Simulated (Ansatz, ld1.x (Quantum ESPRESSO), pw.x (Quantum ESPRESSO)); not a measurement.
**Equation-of-state test of one PAW potential (Tc)**

```
Element                 : Tc (Z = 43)
Generator               : ld1.x (Quantum ESPRESSO) 7.5
Type                    : PAW
Functional              : PBE
Relativity              : scalar-relativistic
Frozen core             : [Kr]
Valence charge          : 7
Reference configuration : 4d5 5s2 5p0
Partial waves           : 5s (bound): rcut 2.50, rcutus 2.90 bohr; 5s channel at 1.45 Ry: rcut 2.50, rcutus 2.90 bohr; 5p (bound, empty): rcut 2.15, rcutus 2.80 bohr; 5p channel at 1.05 Ry: rcut 2.15, rcutus 2.80 bohr; 4d (bound): rcut 1.35, rcutus 1.70 bohr; 4d channel at 2.2 Ry: rcut 1.35, rcutus 1.70 bohr
Local potential         : all-electron potential smoothed inside 2.10 bohr (lloc = -1)
Core correction         : Bessel-smoothed model core inside 1.05 bohr
Augmentation charge     : PSQ, inside the norm-conserving radii
```

Atomic tests: cutoffs needed: 35 Ry and 55 Ry (the cutoffs (Ry, on a coarse ladder) from which the occupation-weighted sum of valence levels, in a spherical-Bessel basis at the reference potential, stays within 10 and 1 mRy of its value at 400 Ry); ghost test: ghost state, extra bound levels that the all-electron valence spectrum of the same l lacks: s at -5.1 eV; a true bound ghost makes a file unfit for plane-wave use (spherical-Bessel basis up to 400 Ry, 20 bohr box); configuration tests: 2 of 7 tests not solved or not reliable.

Crystal test: bcc Tc in pw.x 7.5, no spin, 15³ k-points, Fermi–Dirac smearing 0.01 Ry, cutoffs 70/560 Ry. The reference is all-electron LAPW (Ansatz 0.2.0) with the same functional, mesh and smearing; V0 and B0 come from Birch–Murnaghan fits to the pressures at five volumes. Errors are pseudo minus all-electron; Δ is the rms difference of the E(V) curves that follow from these fits, minima aligned, over ±6 % about the mean V0. Mesh and smearing are coarse, so the numbers serve the comparison and aren't converged zero-temperature values; the lattice is a test structure that the element need not adopt.

| V (Å³/atom) | P all-electron (GPa) | P pseudo (GPa) |
| --- | --- | --- |
| 13.899 | 17.20 | 20.33 |
| 14.265 | 8.23 | 11.00 |
| 14.631 | 0.42 | 2.86 |
| 14.997 | -6.37 | -4.21 |
| 15.363 | -12.28 | -10.37 |

All-electron: a0 = 3.083 Å (V0 = 14.65 Å³/atom), B0 = 289.0 GPa.

Pseudopotential: mean pressure error (GPa): +2.48; a0 (Å): 3.091; a0 error (%): +0.27; B0 error (%): +0.3; Δ (meV/atom): 7.7. The largest radius (2.90 bohr) exceeds half the bond length (2.52 bohr), so the spheres overlap, which is one possible source of error among others. Note: ghost state, extra bound levels that the all-electron valence spectrum of the same l lacks: s at -5.1 eV. A true bound ghost makes a file unfit for plane-wave use. Atomic configuration tests: 2 of 7 tests not solved or not reliable. The logarithmic derivative shows an extra or strongly shifted pseudo pole above the reference energy (p near 1.39 Ry).

**Question.** At the middle volume, how do free energy and pressure move when the wave cutoff is lowered (ecutrho held at 560 Ry)?

**Answer.**

```tsv
cutoff (Ry)	shift of F (meV/atom)	shift of P (GPa)
32	+110.5	-8.83
42	+32.5	+0.09
56	+7.4	-0.68
```

The 8 pw.x runs together took about 2.4 min on one core of a shared server CPU.
